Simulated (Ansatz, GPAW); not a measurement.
# Ballistic transport through 1,4-diisocyanobenzene between two Ir chains, from relaxation to T(E), part 2 of 3

Wanted: T(E) of 1,4-diisocyanobenzene between two Ir chains at a relaxed geometry in two programs, beside the unrelaxed structure.

GPAW 26.7.0 and Ansatz 0.2.0; Ansatz plane waves; relaxation of the junction with the lead ends held (the session's first sound run).

So far, conductance of the perfect lead (G₀): step 3 (plane waves, PBE) 5.79.

## 4. GPAW, dzp

The script solves lead and junction separately, takes H and S in the orbital basis, and joins semi-infinite leads through their self-energies; the dzp basis is the working standard.

This step: GPAW LCAO, PAW setups; Landauer transmission from Green's functions with principal layers (ASE), zero bias (GPAW 26.7.0).

run.py

```python
import json
import numpy as np
from ase import Atoms
from ase.transport.calculators import TransportCalculator
from gpaw import GPAW, FermiDirac
from gpaw.lcao.tools import get_lcao_hamiltonian
from scipy.linalg import eigh

# The junction with lead layers at both ends, along the third cell vector
device = Atoms(
    ['Ir', 'Ir', 'Ir', 'Ir', 'Ir', 'Ir', 'Ir', 'Ir', 'C', 'N', 'C', 'H', 'H', 'C', 'C', 'C', 'C', 'H', 'H', 'C', 'N', 'C', 'Ir', 'Ir', 'Ir', 'Ir', 'Ir', 'Ir', 'Ir', 'Ir'],
    positions=[
        [5.40801, 4.50000, 1.15000],
        [5.40801, 4.50000, 3.45000],
        [5.40801, 4.50000, 5.75000],
        [5.40801, 4.50000, 8.05000],
        [5.40801, 4.50000, 10.35000],
        [5.40801, 4.50000, 12.65000],
        [5.93964, 4.67437, 14.98612],
        [5.08920, 4.41189, 17.24129],
        [5.38807, 4.51420, 19.20292],
        [5.43015, 4.52944, 20.41632],
        [5.41802, 4.52935, 21.82808],
        [7.57036, 4.57423, 22.11137],
        [3.25946, 4.48460, 22.06011],
        [6.60335, 4.55295, 22.61335],
        [4.21415, 4.50275, 22.58546],
        [6.58578, 4.54893, 24.01875],
        [4.19662, 4.49865, 23.99112],
        [7.54040, 4.56721, 24.54425],
        [3.22935, 4.47742, 24.49275],
        [5.38202, 4.52141, 24.77602],
        [5.37182, 4.51667, 26.18756],
        [5.41483, 4.51737, 27.40097],
        [5.72978, 4.53922, 29.36292],
        [4.84403, 4.45662, 31.61403],
        [5.40801, 4.50000, 33.94572],
        [5.40801, 4.50000, 36.24572],
        [5.40801, 4.50000, 38.54572],
        [5.40801, 4.50000, 40.84572],
        [5.40801, 4.50000, 43.14572],
        [5.40801, 4.50000, 45.44572]],
    cell=[[10.81602, 0.0, 0.0], [0.0, 9.0, 0.0], [0.0, 0.0, 46.59572]],
    pbc=True)

# One principal layer of the lead: the first 5 atoms of the device
lead = Atoms(
    ['Ir', 'Ir', 'Ir', 'Ir', 'Ir'],
    positions=[
        [5.40801, 4.50000, 1.15000],
        [5.40801, 4.50000, 3.45000],
        [5.40801, 4.50000, 5.75000],
        [5.40801, 4.50000, 8.05000],
        [5.40801, 4.50000, 10.35000]],
    cell=[[10.81602, 0.0, 0.0], [0.0, 9.0, 0.0], [0.0, 0.0, 11.5]],
    pbc=True)

settings = dict(mode='lcao', basis='dzp', xc='PBE', h=0.18,
                occupations=FermiDirac(0.1), maxiter=250,
                mixer=dict(beta=0.1, nmaxold=8, weight=100.0),
                convergence=dict(density=0.0001))
energies = np.arange(-2, 2 + 1e-9, 0.025)
eta = 0.0001
n1, n2 = 1, 1
# k and -k transmit alike, so half of the mesh across the current serves
mesh = [(i, j) for i in range(n1) for j in range(n2) if (i, j) <= (-i % n1, -j % n2)]
weights = np.array([1 if (i, j) == (-i % n1, -j % n2) else 2 for i, j in mesh]) / (n1 * n2)

# [... helper functions left out ...]
fermi_lead = ground_state(lead, (1, 1, 10), 'lead.txt')
fermi_device = ground_state(device, (1, 1, 2), 'device.txt')
# [... loop over the mesh left out, but for ...]
        # Shift the lead onto the potential of the device's first layer
        shift = ((H[:, 0, 0] - H0[:, 0, 0]) / S0[0, 0]).real.mean()
# [...]
kT = 8.617333e-5 * 300
bias = [0.1, 0.2, 0.5, 1.0, 1.5, 2.0]
# [... integrals and printing left out ...]
```

The run is started by

```sh
> OMP_NUM_THREADS=1 OPENBLAS_NUM_THREADS=1 python run.py
```

Wall time 16 min (1 thread of Arm Neoverse N1, shared host); peak memory 2.6 GiB.

This step gave:

| Item | Value |
| --- | --- |
| conductance | 0.2315 G₀ |
| largest coupling past the next principal layer | 1.48e-6 eV |
| largest misfit of the first principal layer | 0.06005 eV |
| shift that aligns the lead | -0.008803 eV |
| basis functions of the junction | 582 |
| basis functions of a principal layer | 135 |
| transmission at the Fermi level (one spin) | 0.2213 |

One spin. Table of transmission, zone mean by energy, zero at the Fermi level:

```tsv
energy (eV)	transmission, zone mean
-2.000	0.319
-1.800	0.212
-1.600	0.166
-1.400	0.154
-1.200	0.164
-1.000	0.132
-0.800	0.115
-0.600	0.154
-0.400	0.616
-0.300	0.820
-0.200	0.464
0.000	0.221
0.075	0.379
0.200	0.0761
0.400	0.0280
0.600	0.0199
0.800	0.0195
1.000	0.0239
1.200	0.0379
1.400	0.0878
1.600	0.433
1.700	0.995
1.800	0.365
2.000	3.8e-5
```

Not self-consistent under bias; the bias window is split evenly. Table of current through one cell, from the zero-bias transmission by bias:

```tsv
bias (V)	current through one cell, from the zero-bias transmission (μA)
0.100	1.82
0.200	3.72
0.500	10.1
1.000	22.5
1.500	26.1
2.000	28.9
```

Table of transmission of the three most open eigenchannels by energy, zero at the Fermi level:

```tsv
energy (eV)	channel 1	channel 2	channel 3
-2.000	0.319	2.8e-5	5.5e-6
-1.900	0.257	3.0e-5	1.2e-5
-1.800	0.212	3.0e-5	1.9e-5
-1.700	0.183	3.0e-5	2.9e-5
-1.600	0.166	4.0e-5	2.8e-5
-1.500	0.157	5.4e-5	2.6e-5
-1.400	0.154	6.9e-5	2.4e-5
-1.300	0.171	9.0e-5	2.1e-5
-1.200	0.164	1.1e-4	2.0e-5
-1.100	0.150	1.2e-4	2.0e-5
-1.000	0.132	1.4e-4	1.9e-5
-0.900	0.119	1.8e-4	1.4e-5
-0.800	0.114	2.5e-4	9.0e-6
-0.700	0.120	3.3e-4	6.3e-6
-0.600	0.153	4.7e-4	4.5e-6
-0.500	0.281	6.1e-4	4.2e-6
-0.400	0.615	6.2e-4	4.4e-6
-0.300	0.820	4.9e-4	4.4e-6
-0.200	0.464	2.6e-4	5.6e-6
-0.100	0.225	1.5e-4	1.1e-5
0.000	0.221	1.5e-4	1.5e-5
0.100	0.293	1.3e-4	1.6e-5
0.200	0.0761	7.4e-5	7.1e-6
0.300	0.0403	5.3e-5	4.1e-6
0.400	0.0280	3.9e-5	2.7e-6
0.500	0.0225	3.1e-5	1.9e-6
0.600	0.0199	2.4e-5	1.3e-6
0.700	0.0191	1.9e-5	8.7e-7
0.800	0.0194	1.5e-5	4.2e-7
0.900	0.0210	8.9e-6	2.3e-8
1.000	0.0239	5.1e-6	8.2e-9
1.100	0.0290	2.7e-6	8.4e-10
1.200	0.0379	1.3e-6	4.6e-11
1.300	0.0542	6.9e-7	1.9e-9
1.400	0.0878	5.8e-7	6.4e-8
1.500	0.170	7.7e-7	2.9e-7
1.600	0.433	1.2e-6	6.3e-7
1.700	0.995	2.0e-6	9.5e-7
1.800	0.365	3.3e-6	1.0e-6
1.900	0.0437	4.5e-6	4.6e-7
2.000	3.8e-5	6.0e-11	0
```

At the Fermi level T is 0.221 against 0.253 in plane waves. Couplings past the next layer reach 1.5e-6 eV, small enough to drop; the matrix elements of the cell's first layer differ from the bulk lead's by up to 0.060 eV. That layer keeps its own values in the calculation, and only beyond it is the lead taken as perfect. The Fermi levels of lead and junction count from different zeros of potential, one for each periodic cell; with both set to zero, the small remaining shift is what aligns them. Without spin-orbit coupling, which is large for these atoms, channel counts and T are those of the scalar-relativistic bands. By hand: G = 0.2315 × 77.48 μS = 17.9 μS, a resistance of 55.7 kΩ; at 0.1 V a linear junction would pass 1.79 μA, and the integral over the bias window gives 1.82 μA.

## 5. Single-zeta polarised basis

One radial function a shell plus polarisation makes the matrices smaller; the question is what that costs.

run.py, as its differences from that of step 4:

```diff
@@ -57,3 +57,3 @@
 
-settings = dict(mode='lcao', basis='dzp', xc='PBE', h=0.18,
+settings = dict(mode='lcao', basis='szp(dzp)', xc='PBE', h=0.18,
                 occupations=FermiDirac(0.1), maxiter=250,
```

It took 9.9 min on 1 thread; peak memory 2.5 GiB.

This step gave:

- conductance: 0.2158 G₀
- largest misfit of the first principal layer: 0.06831 eV
- shift that aligns the lead: -0.01309 eV
- basis functions of the junction: 346
- basis functions of a principal layer: 75
- transmission at the Fermi level (one spin): 0.2139

One spin. Transmission, zone mean against energy, zero at the Fermi level:

```tsv
energy (eV)	transmission, zone mean
-2.000	0.159
-1.900	0.138
-1.800	0.125
-1.700	0.118
-1.600	0.116
-1.500	0.118
-1.400	0.124
-1.300	0.142
-1.200	0.143
-1.100	0.139
-1.000	0.130
-0.900	0.128
-0.800	0.136
-0.700	0.157
-0.600	0.217
-0.500	0.405
-0.400	0.735
-0.350	0.799
-0.300	0.728
-0.200	0.336
-0.100	0.183
0.000	0.214
0.100	0.391
0.200	0.0856
0.300	0.0506
0.400	0.0403
0.500	0.0377
0.600	0.0395
0.700	0.0454
0.800	0.0576
0.900	0.0809
1.000	0.132
1.100	0.265
1.200	0.675
1.275	0.992
1.300	0.904
1.400	0.358
1.500	0.156
1.600	0.0855
1.700	0.0532
1.800	0.0329
1.900	0.0127
2.000	3.7e-5
```

The conductance, 0.216 G₀, lies 6.8 % below that of the dzp run.

## 6. GPAW, sz: basis = "sz(dzp)"

One function for each valence shell of the setup, as for a first survey of a large system.

run.py, as its differences from that of step 5:

```diff
@@ -57,3 +57,3 @@
 
-settings = dict(mode='lcao', basis='szp(dzp)', xc='PBE', h=0.18,
+settings = dict(mode='lcao', basis='sz(dzp)', xc='PBE', h=0.18,
                 occupations=FermiDirac(0.1), maxiter=250,
```

It took 7.6 min on 1 thread; peak memory 2.5 GiB.

Numbers from this step:

| Quantity | Value |
| --- | --- |
| conductance | 0.2497 G₀ |
| largest coupling past the next principal layer | 1.47e-6 eV |
| largest misfit of the first principal layer | 0.03849 eV |
| shift that aligns the lead | -0.01550 eV |
| basis functions of the junction | 236 |
| basis functions of a principal layer | 60 |
| transmission at the Fermi level (one spin) | 0.2498 |

The conductance, 0.250 G₀, lies 7.9 % above that of the dzp run.

## 7. LDA in the dzp basis: xc = "LDA"

Back in the dzp basis, the functional changes from PBE to LDA, to set the spread between functionals beside that between bases.

run.py, as its differences from that of step 6:

```diff
@@ -57,3 +57,3 @@
 
-settings = dict(mode='lcao', basis='sz(dzp)', xc='PBE', h=0.18,
+settings = dict(mode='lcao', basis='dzp', xc='LDA', h=0.18,
                 occupations=FermiDirac(0.1), maxiter=250,
```

The job ended after 13 min (1 thread; peak memory 2.6 GiB).

Numbers from this step:

| Quantity | Value |
| --- | --- |
| conductance | 0.2446 G₀ |
| largest coupling past the next principal layer | 1.53e-6 eV |
| largest misfit of the first principal layer | 0.05971 eV |
| shift that aligns the lead | -0.007542 eV |
| basis functions of the junction | 582 |
| basis functions of a principal layer | 135 |
| transmission at the Fermi level (one spin) | 0.2349 |

The conductance, 0.245 G₀, lies 5.7 % above that of the dzp run.

## 8. Without the relaxation: geometry = "as built"

The dzp basis with PBE on the structure as first built shows what the relaxation was worth.

run.py, as its differences from that of step 7:

```diff
@@ -18,20 +18,20 @@
         [5.40801, 4.50000, 12.65000],
-        [5.93964, 4.67437, 14.98612],
-        [5.08920, 4.41189, 17.24129],
-        [5.38807, 4.51420, 19.20292],
-        [5.43015, 4.52944, 20.41632],
-        [5.41802, 4.52935, 21.82808],
-        [7.57036, 4.57423, 22.11137],
-        [3.25946, 4.48460, 22.06011],
-        [6.60335, 4.55295, 22.61335],
-        [4.21415, 4.50275, 22.58546],
-        [6.58578, 4.54893, 24.01875],
-        [4.19662, 4.49865, 23.99112],
-        [7.54040, 4.56721, 24.54425],
-        [3.22935, 4.47742, 24.49275],
-        [5.38202, 4.52141, 24.77602],
-        [5.37182, 4.51667, 26.18756],
-        [5.41483, 4.51737, 27.40097],
-        [5.72978, 4.53922, 29.36292],
-        [4.84403, 4.45662, 31.61403],
+        [5.40801, 4.50000, 14.95000],
+        [5.40801, 4.50000, 17.25000],
+        [5.40801, 4.50000, 19.36000],
+        [5.40801, 4.50000, 20.53178],
+        [5.40801, 4.50000, 21.92006],
+        [7.56602, 4.50001, 22.05143],
+        [3.25001, 4.49999, 22.05143],
+        [6.62769, 4.50000, 22.60032],
+        [4.18833, 4.50000, 22.60032],
+        [6.62769, 4.49999, 23.99540],
+        [4.18834, 4.50000, 23.99540],
+        [7.56602, 4.49999, 24.54429],
+        [3.25001, 4.50000, 24.54430],
+        [5.40801, 4.50000, 24.67567],
+        [5.40801, 4.50000, 26.06394],
+        [5.40801, 4.50000, 27.23572],
+        [5.40801, 4.50000, 29.34572],
+        [5.40801, 4.50000, 31.64572],
         [5.40801, 4.50000, 33.94572],
@@ -57,3 +57,3 @@
 
-settings = dict(mode='lcao', basis='dzp', xc='LDA', h=0.18,
+settings = dict(mode='lcao', basis='dzp', xc='PBE', h=0.18,
                 occupations=FermiDirac(0.1), maxiter=250,
```

The job ended after 13 min (1 thread; peak memory 2.6 GiB).

This step gave:

- conductance: 0.1999 G₀
- largest coupling past the next principal layer: 1.48e-6 eV
- largest misfit of the first principal layer: 0.1448 eV
- shift that aligns the lead: -0.02036 eV
- transmission at the Fermi level (one spin): 0.2002

The conductance, 0.200 G₀, lies 14 % below that of the dzp run.

## 9. The ladder

Times are wall times on the hardware named with each run. The runs compared:

```tsv
no.	run	conductance (G₀)	time	memory (GiB)
1	pw PBE	0.2708	2.1 h	7.2
2	dzp	0.2315	16 min	2.6
3	szp	0.2158	9.9 min	2.5
4	sz	0.2497	7.6 min	2.5
5	dzp LDA	0.2446	13 min	2.6
6	asbuilt	0.1999	13 min	2.6
```

## 10. Comparison

The curves are compared point by point over the common energies.

This step: comparison of transmission and cost over codes, levels and geometry (GPAW 26.7.0).

Ladder, by row:

```tsv
step	code	T at the Fermi level (sum over the listed spins)	conductance (G0)	r.m.s. T(E) from the first	wall time (s)	peak memory (GiB)	threads
pw-pbe	Ansatz	0.2532	0.2708	0	7650	7.155	4
dzp	GPAW	0.2213	0.2315	0.1026	980.6	2.65	1
szp	GPAW	0.2139	0.2158	0.2541	596.8	2.55	1
sz	GPAW	0.2498	0.2497	0.2678	453.9	2.45	1
dzp-LDA	GPAW	0.2349	0.2446	0.1143	797.8	2.65	1
asbuilt	GPAW	0.2002	0.1999	0.4383	766.4	2.65	1
```

The transmission, zone mean, sum over the listed spins by energy, zero at the Fermi level:

```tsv
energy (eV)	pw-pbe	dzp	szp	sz	dzp-LDA	asbuilt
-2.000	0.431	0.319	0.159	0.108	0.336	0.0320
-1.800	0.272	0.212	0.125	0.0947	0.222	0.0310
-1.600	0.193	0.166	0.116	0.0971	0.174	0.0330
-1.400	0.192	0.154	0.124	0.112	0.162	0.0367
-1.200	0.180	0.164	0.143	0.134	0.171	0.0403
-1.000	0.128	0.132	0.130	0.131	0.138	0.0438
-0.800	0.104	0.115	0.136	0.148	0.121	0.0508
-0.600	0.176	0.154	0.217	0.259	0.155	0.0666
-0.400	0.719	0.616	0.735	0.820	0.573	0.0978
-0.350	0.793	0.781	0.799	0.868	0.747	0.109
-0.300	0.704	0.820	0.728	0.800	0.818	0.120
-0.200	0.356	0.464	0.336	0.387	0.526	0.146
0.000	0.253	0.221	0.214	0.250	0.235	0.200
0.050	0.392	0.250	0.243	0.281	0.266	0.213
0.200	0.0995	0.0761	0.0856	0.102	0.0735	0.248
0.400	0.0349	0.0280	0.0403	0.0515	0.0264	0.307
0.600	0.0214	0.0199	0.0395	0.0548	0.0191	0.410
0.800	0.0183	0.0195	0.0576	0.0892	0.0189	0.579
1.000	0.0203	0.0239	0.132	0.252	0.0235	0.793
1.200	0.0291	0.0379	0.675	0.991	0.0376	0.970
1.275	0.0361	0.0491	0.992	0.616	0.0490	0.997
1.400	0.0584	0.0878	0.358	0.203	0.0888	0.959
1.600	0.220	0.433	0.0855	0.0648	0.458	0.707
1.700	0.655	0.995	0.0532	0.0425	0.992	0.545
1.750	0.984	0.736	0.0424	0.0340	0.666	0.456
1.800	0.803	0.365	0.0329	0.0258	0.315	0.355
2.000	0.0587	3.8e-5	3.7e-5	9.7e-6	3.6e-5	1.6e-7
```

(Continued in part 3 of 3.)

[Logs are printed without paths, hosts, clocks, repeated set-up lines and the standing remarks that a program may print on its own settings, such as how far it seeks lower states.]

[Hosts, paths, dates, database ids (printed as entryN), source tags and the programs' standing remarks are cut or masked in the printed files.]
